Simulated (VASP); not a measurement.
Input of a VASP 6.6.1 run:

The input INCAR:

```
  PREC = Accurate
  ENCUT = 520
  EDIFF = 1E-7
  ISMEAR = -1
  SIGMA = 0.02
  LREAL = Auto
  LASPH = T
  NELM = 80
  ALGO = Normal
  ISIF = 2
  LWAVE = F
  LCHARG = T
  GGA = PE
  LELF = T
  LVHAR = T
  NELECT = 64.0
  NBANDS = 46
```

Contents of KPOINTS:

```
regular mesh
0
Gamma
  2 2 2
```

Contents of POSCAR:

```
HC16
1.0
    0.0000000000      3.5700000000      3.5700000000
    3.5700000000      0.0000000000      3.5700000000
    3.5700000000      3.5700000000      0.0000000000
C H
16 1
Direct
    0.0129551821      0.0081932773     -0.0286134454
    0.1483753501      0.1118487395      0.1027450980
    0.0493837535     -0.0088795518      0.4734733894
    0.1725350140      0.1293417367      0.5731792717
    0.0506162465      0.5129691877     -0.0287955182
    0.1693557423      0.6272268908      0.1006442577
    0.0186134454      0.4881092437      0.4769887955
    0.1531652661      0.6284873950      0.6024089636
    0.5304901961     -0.0102380952     -0.0280812325
    0.6440196078      0.1177450980      0.1021988796
    0.5422268908      0.0149439776      0.4621708683
    0.6692717087      0.1203641457      0.5947338936
    0.5321848739      0.4982072829     -0.0419047619
    0.6515406162      0.6196358543      0.1203361345
    0.5272689076      0.4899019608      0.4896218487
    0.6555882353      0.6395938375      0.5911904762
    0.8198879552      0.4368347339      0.9545378151
```

Potentials or basis: VASP PAW PBE potentials, release 64 (C, H).

Launch:

```sh
$ cat potpaw_PBE.64/C/POTCAR potpaw_PBE.64/H/POTCAR > POTCAR
$ mpirun -np 1 vasp_std > vasp.out
```

(1) What does it give for the band gap on the k mesh?

(2) Estimate the largest force.

## Answers

(1) 2.31 eV, direct.

(2) 4.953 eV/Å.

Caveat: the k mesh is coarse (spacing up to 0.76 Å⁻¹), so the values aren't converged; the cell carries a net charge on a neutralising background, which shifts energy and pressure; the cell is charged against a uniform background, so pressure and absolute levels hang on convention.
